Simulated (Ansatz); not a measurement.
**Zn under changes of volume**

One of the cells (15.330 Å³/atom); the others are scaled copies at fixed shape and fractional positions:

```
Zn
1.0
     2.67000    0.00000    0.00000
    -1.33500    2.31229    0.00000
     0.00000    0.00000    4.96600
Zn
2
Direct
  0.66667 0.33333 0.75000
  0.33333 0.66667 0.25000
```

```yaml
Program: Ansatz 0.2.0
Functional: PBE0
Potentials_or_basis: Ansatz PAW
Cutoff: "420 eV (not typed: the program's choice for these potentials)"
k_mesh: 8 × 8 × 4
Occupations: fermi-dirac, width 0.05 eV
Spin: no spin polarisation
```

```csv
volume (Å³/atom),energy over the lowest point (meV/atom),pressure (GPa)
14.410,?,?
14.716,3.32,2.6
15.023,0.05,0.8
15.330,0.00,-0.7
15.636,2.82,-2.1
15.943,8.09,-3.4
16.249,15.62,-4.5
```

Question: What does the run at 14.410 Å³/atom give?

Answer: Energy over the lowest point 10.20 meV/atom; pressure 4.6 GPa.

Worked out: A Birch-Murnaghan fit of order 3 (a polynomial in V^(-2/3)) to the other rows has its minimum at 15.18 Å³/atom with B0 = V·E''(V) = 78 GPa and B' = 5.1 at fixed shape and positions, which overstates the stiffness. It gives 10.20 meV/atom at 14.410 Å³/atom, against the run's 10.20, and -dE/dV = 4.6 GPa, against 4.6.

Energies are extrapolated to zero smearing.

Caveats: the PAW data sets come from PBE, with cores solved anew for the run's functional, which leaves a small shift of forces and pressure; the thresholds are loose for stress.
